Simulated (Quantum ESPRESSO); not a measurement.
# MgSi (P4/mmm) in Quantum ESPRESSO: reference runs

Aim: a first look at MgSi with PBEsol, on the cell as given and on a disturbed one, then over a range of volumes.

All numbers are computed with Quantum ESPRESSO 7.5; they aren't measurements. Logs are shortened: lines on timing, memory, paths and dates and some standing lists are left out, and cuts for length are marked.

**1. Starting point**

Symmetry: P4/mmm, No. 123, tetragonal system. The conventional cell has a = 2.908 Å, b = 2.908 Å, c = 4.103 Å, α = 90.00°, β = 90.00°, γ = 90.00°. Around Si (site symmetry 4/mmm) lie 8 Mg at 2.90 Å and 4 Si at 2.91 Å. Mg (site symmetry 4/mmm) has 8 Si at 2.90 Å and 4 Mg at 2.91 Å as nearest neighbours.

The cell comes from a database or a generator and needn't be the stable form of this composition.

**2. Single point, PBEsol**

Input file pw.in:

```
&CONTROL
  calculation = 'scf'
  prefix = 'pwscf'
  outdir = './tmp'
  pseudo_dir = './pseudo'
  tprnfor = .true.
  tstress = .true.
  disk_io = 'low'
/
&SYSTEM
  ibrav = 0
  celldm(1) = 8
  nat = 2
  ntyp = 2
  ecutwfc = 45
  ecutrho = 360
  nbnd = 13
  occupations = 'smearing'
  smearing = 'fd'
  degauss = 0.00367493
/
&ELECTRONS
  conv_thr = 4d-10
  electron_maxstep = 120
  mixing_beta = 0.5
/
ATOMIC_SPECIES
Si    28.0850 si_pbesol_v1.uspp.F.UPF
Mg    24.3050 mg_pbesol_v1.4.uspp.F.UPF
CELL_PARAMETERS alat
  0.6870085153131   0.0000000000000   0.0000000000000
  0.0000000000000   0.6870085153131   0.0000000000000
  0.0000000000000   0.0000000000000   0.9692941502993
ATOMIC_POSITIONS crystal
Si     0.5000000000    0.5000000000    0.5000000000
Mg     0.0000000000    0.0000000000    0.0000000000
K_POINTS automatic
9 9 7 0 0 0
```

Input file pp_density.in:

```
&INPUTPP
  prefix = 'pwscf'
  outdir = './tmp'
  filplot = 'density.dat'
  plot_num = 0
/
&PLOT
  nfile = 1
  filepp(1) = 'density.dat'
  iflag = 3
  output_format = 6
  fileout = 'density.cube'
/
```

Input file pp_potential.in:

```
&INPUTPP
  prefix = 'pwscf'
  outdir = './tmp'
  filplot = 'potential.dat'
  plot_num = 11
/
&PLOT
  nfile = 1
  filepp(1) = 'potential.dat'
  iflag = 3
  output_format = 6
  fileout = 'potential.cube'
/
```

Potentials or basis: GBRV 1.5 PBEsol.

Started as:

```bash
$ OMP_NUM_THREADS=1 mpirun -n 2 pw.x -nk 2 -in pw.in > pw.out
$ OMP_NUM_THREADS=1 mpirun -n 1 pp.x -in pp_density.in > pp_density.out
$ OMP_NUM_THREADS=1 mpirun -n 1 pp.x -in pp_potential.in > pp_potential.out
```

pw.out:

```text
This program is part of the open-source Quantum ESPRESSO suite
     for quantum simulation of materials; please cite
         "P. Giannozzi et al., J. Phys.:Condens. Matter 21 395502 (2009);
         "P. Giannozzi et al., J. Phys.:Condens. Matter 29 465901 (2017);
         "P. Giannozzi et al., J. Chem. Phys. 152 154105 (2020);
     in publications or presentations arising from this work. More details at

     Message from routine setup:
     using ibrav=0 with symmetry is DISCOURAGED, use correct ibrav instead

     K-points division:     npool     =       2
     Subspace diagonalization in iterative solution of the eigenvalue problem:
     a serial algorithm will be used

     G-vector sticks info
     --------------------
     sticks:   dense  smooth     PW     G-vecs:    dense   smooth      PW
     Sum         869     437    137                27107     9573    1715

     Using Slab Decomposition

     bravais-lattice index     =            0
     lattice parameter (alat)  =       8.0000  a.u.
     unit-cell volume          =     234.2339 (a.u.)^3
     number of atoms/cell      =            2
     number of atomic types    =            2
     number of electrons       =        14.00
     number of Kohn-Sham states=           13
     kinetic-energy cutoff     =      45.0000  Ry
     charge density cutoff     =     360.0000  Ry
     scf convergence threshold =      4.0E-10
     mixing beta               =       0.5000
     number of iterations used =            8  plain     mixing
     Exchange-correlation= SLA  PW   PSX  PSC
                           (   1   4  10   8   0   0   0)

     celldm(1)=   8.000000  celldm(2)=   0.000000  celldm(3)=   0.000000
     celldm(4)=   0.000000  celldm(5)=   0.000000  celldm(6)=   0.000000

     crystal axes: (cart. coord. in units of alat)
               a(1) = (   0.687009   0.000000   0.000000 )
               a(2) = (   0.000000   0.687009   0.000000 )
               a(3) = (   0.000000   0.000000   0.969294 )

     reciprocal axes: (cart. coord. in units 2 pi/alat)
               b(1) = (  1.455586  0.000000  0.000000 )
               b(2) = (  0.000000  1.455586  0.000000 )
               b(3) = (  0.000000  0.000000  1.031679 )

     PseudoPot. # 1 for Si read from file:
     si_pbesol_v1.uspp.F.UPF
     Pseudo is Ultrasoft + core correction, Zval =  4.0
     Generated by new atomic code, or converted to UPF format
     Using radial grid of  899 points,  6 beta functions with:
                l(1) =   0
                l(2) =   0
                l(3) =   1
                l(4) =   1
                l(5) =   2
                l(6) =   2
     Q(r) pseudized with  8 coefficients,  rinner =    0.900   0.900   0.900
                                                       0.900   0.900

     PseudoPot. # 2 for Mg read from file:
     mg_pbesol_v1.4.uspp.F.UPF
     Pseudo is Ultrasoft, Zval = 10.0
     Generated by new atomic code, or converted to UPF format
     Using radial grid of  821 points,  7 beta functions with:
                l(1) =   0
                l(2) =   0
                l(3) =   0
                l(4) =   1
                l(5) =   1
                l(6) =   2
                l(7) =   2
     Q(r) pseudized with  8 coefficients,  rinner =    1.200   1.200   1.200
                                                       1.200   1.200

     atomic species   valence    mass     pseudopotential
     Si                4.00    28.08500     Si( 1.00)
     Mg               10.00    24.30500     Mg( 1.00)

     16 Sym. Ops., with inversion, found

   Cartesian axes

     site n.     atom                  positions (alat units)
         1        Si     tau(   1) = (   0.3435043   0.3435043   0.4846471  )
         2        Mg     tau(   2) = (   0.0000000   0.0000000   0.0000000  )

     number of k points=    60  Fermi-Dirac smearing, width (Ry)=  0.0037
                       cart. coord. in units 2pi/alat
        k(    1) = (   0.0000000   0.0000000   0.0000000), wk =   0.0035273
        k(    2) = (   0.0000000   0.0000000   0.1473827), wk =   0.0070547
        k(    3) = (   0.0000000   0.0000000   0.2947653), wk =   0.0070547
        k(    4) = (   0.0000000   0.0000000   0.4421480), wk =   0.0070547
        k(    5) = (   0.0000000   0.1617318   0.0000000), wk =   0.0141093
        k(    6) = (   0.0000000   0.1617318   0.1473827), wk =   0.0282187
[... 52 lines left out ...]
        k(   59) = (   0.6469271   0.6469271   0.2947653), wk =   0.0282187
        k(   60) = (   0.6469271   0.6469271   0.4421480), wk =   0.0282187

     Dense  grid:    27107 G-vectors     FFT dimensions: (  36,  36,  48)

     Smooth grid:     9573 G-vectors     FFT dimensions: (  24,  24,  36)

     Initial potential from superposition of free atoms

     starting charge      13.6991, renormalised to      14.0000
     Starting wfcs are    9 randomized atomic wfcs +    4 random wfcs

     Self-consistent Calculation

     iteration #  1     ecut=    45.00 Ry     beta= 0.50
     Davidson diagonalization with overlap
     ethr =  1.00E-02,  avg # of iterations =  6.1

     total energy              =    -134.64256101 Ry
     estimated scf accuracy    <       0.14622472 Ry

     iteration #  2     ecut=    45.00 Ry     beta= 0.50
     Davidson diagonalization with overlap
     ethr =  1.04E-03,  avg # of iterations =  2.2

     total energy              =    -134.66588149 Ry
     estimated scf accuracy    <       0.01197424 Ry

     iteration #  3     ecut=    45.00 Ry     beta= 0.50
     Davidson diagonalization with overlap
     ethr =  8.55E-05,  avg # of iterations =  2.7
[... 22 lines left out ...]
     total energy              =    -134.66655618 Ry
     estimated scf accuracy    <       0.00000005 Ry

     iteration #  7     ecut=    45.00 Ry     beta= 0.50
     Davidson diagonalization with overlap
     ethr =  3.22E-10,  avg # of iterations =  2.2

     total energy              =    -134.66655619 Ry
     estimated scf accuracy    <          7.3E-10 Ry

     iteration #  8     ecut=    45.00 Ry     beta= 0.50
     Davidson diagonalization with overlap
     ethr =  5.22E-12,  avg # of iterations =  2.5

     End of self-consistent calculation

          k = 0.0000 0.0000 0.0000 (  1197 PWs)   bands (ev):

   -67.7017 -34.6523 -34.6515 -34.6515  -3.1078   5.3119   7.1426  12.4925
    12.4925  13.5681  16.4597  20.5957  21.0202

          k = 0.0000 0.0000 0.1474 (  1201 PWs)   bands (ev):

   -67.7017 -34.6525 -34.6515 -34.6515  -2.9679   3.9092   8.8878  12.5702
    12.5702  13.7275  16.5966  19.5984  19.5984

          k = 0.0000 0.0000 0.2948 (  1196 PWs)   bands (ev):

   -67.7017 -34.6529 -34.6515 -34.6515  -2.5875   2.2624  11.5909  12.7655
    12.7655  14.1839  16.9628  18.2982  18.3582

          k = 0.0000 0.0000 0.4421 (  1176 PWs)   bands (ev):

   -67.7017 -34.6533 -34.6514 -34.6514  -2.1607   1.1807  12.9498  12.9498
    14.5644  14.7835  17.0542  17.2019  17.6182
[... 268 lines left out ...]
   -67.6945 -34.6928 -34.6927 -34.6431   3.1027   5.2803   5.6732   9.2458
     9.4638  12.0859  12.2741  14.9555  16.2864

          k = 0.6469 0.6469 0.2948 (  1204 PWs)   bands (ev):

   -67.6945 -34.6927 -34.6926 -34.6434   3.4496   5.5761   6.0006   8.0317
     9.5848  10.5183  10.8017  14.8710  17.4774

          k = 0.6469 0.6469 0.4421 (  1203 PWs)   bands (ev):

   -67.6945 -34.6927 -34.6926 -34.6436   3.8337   5.8873   6.3590   7.0481
     9.5661   9.8421   9.9355  13.9530  20.2186

     the Fermi energy is     8.0163 ev

!    total energy              =    -134.66655619 Ry
     estimated scf accuracy    <          1.4E-11 Ry
     smearing contrib. (-TS)   =      -0.00053037 Ry
     internal energy E=F+TS    =    -134.66602583 Ry

     The total energy is F=E-TS. E is the sum of the following terms:
     one-electron contribution =    -102.78167297 Ry
     hartree contribution      =      52.09909581 Ry
     xc contribution           =     -20.89450219 Ry
     ewald contribution        =     -63.08894648 Ry

     convergence has been achieved in   8 iterations

     Forces acting on atoms (cartesian axes, Ry/au):

     atom    1 type  1   force =     0.00000000    0.00000000    0.00000000
     atom    2 type  2   force =     0.00000000    0.00000000    0.00000000

     Total force =     0.000000     Total SCF correction =     0.000000

     Computing stress (Cartesian axis) and pressure

          total   stress  (Ry/bohr**3)                   (kbar)     P=      -16.01
   0.00003219   0.00000000   0.00000000            4.74        0.00        0.00
   0.00000000   0.00003219   0.00000000            0.00        4.74        0.00
   0.00000000   0.00000000  -0.00039080            0.00        0.00      -57.49

=------------------------------------------------------------------------------=
   JOB DONE.
=------------------------------------------------------------------------------=
```

Run time: 10 s. Hardware: 2 MPI ranks of Arm Neoverse V2, shared host; peak memory 0.22 GiB.

What came out:

| Item | Value |
| --- | --- |
| Free energy | -1832.2318 eV |
| Pressure | -1.6 GPa |
| Band gap on the k mesh | none (metal or under the smearing width) |

(Continued in part 2 of 2.)
